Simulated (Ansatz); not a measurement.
**PbS in Ansatz: the effect of functional**

PbS:

```
Pb S
1.0
     3.65366    0.00000    0.00000
     0.00000    3.65366    0.00000
     0.00000    0.00000    3.65366
Pb S
1 1
Direct
  0.00000 0.00000 0.00000
  0.50000 0.50000 0.50000
```

Measurements of this composition are mostly on another form, of space group No. 225.

Alike in all runs:

* Program: Ansatz 0.2.0
* Task: single point
* Potentials or basis: all-electron PAW datasets made for the crystal
* k mesh: 6 × 6 × 6
* Occupations: fermi-dirac, width 0.05 eV
* Spin: no spin polarisation

One run gave: gap on the mesh 0.50 eV; pressure -1.2 GPa. Which functional did it use?
A. HSE06
B. PBE0
C. PBE

B.

```tsv
functional	cutoff	gap on the mesh (eV)	pressure (GPa)
PBE	260 eV (chosen from the basis error)	none	0.0
HSE06	290 eV (chosen from the basis error)	none	-1.6
PBE0	290 eV (chosen from the basis error)	0.50	-1.2
```

Caveats: the k mesh is thin for a metal, which can move the energy by tens of meV per atom (some runs); the program warned that the printed levels may be off, so bands, gaps and densities of states are rough (some runs); spin-orbit coupling is left out, which as a rule narrows the gap of such compounds by several tenths of an eV (some runs).

A k mesh can miss the band edges.

A gap of «none» marks a metal or a gap under the smearing width.
